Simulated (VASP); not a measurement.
# Tl: single point with LDA

Tl:

```
CELL_PARAMETERS angstrom
3.40140 0.00000 0.00000
-1.70070 2.94570 0.00000
0.00000 0.00000 5.44300
ATOMIC_POSITIONS crystal
Tl 0.33333 0.66667 0.25000
Tl 0.66667 0.33333 0.75000
```

- Program: VASP 6.6.1
- Task: single point
- Functional: LDA
- Potentials or basis: VASP PAW LDA potentials, release 64 (Tl_d)
- Cutoff: 520 eV
- k mesh: 17 × 17 × 10
- Occupations: fermi-dirac, width 0.1 eV
- Spin: no spin polarisation

```yaml
Pressure: 0.1 GPa
Band_gap_on_the_k_mesh: none (metal or under the smearing width)
```

Stress tensor (GPa, compression positive):
```
 0.17  0.00  0.00
 0.00  0.17  0.00
 0.00  0.00 -0.05
```

Levels at points of the mesh, in eV from the Fermi level:
| k point | band 11 | band 12 | band 13 | band 14 | band 15 | band 16 |
| --- | --- | --- | --- | --- | --- | --- |
| (0.00, 0.00, 0.00) | -10.41 | -5.12 | -3.07 | 8.24 | 8.24 | 10.43 |
| (0.00, 0.00, 0.50) | -8.90 | -8.90 | 3.48 | 3.48 | 9.25 | 9.25 |

It took 95 s on 1 thread of Intel(R) Xeon(R) 6975P-C (Granite Rapids) (shared host), peak memory 0.27 GiB.

Spin-orbit coupling is left out, which matters for the levels of Tl.
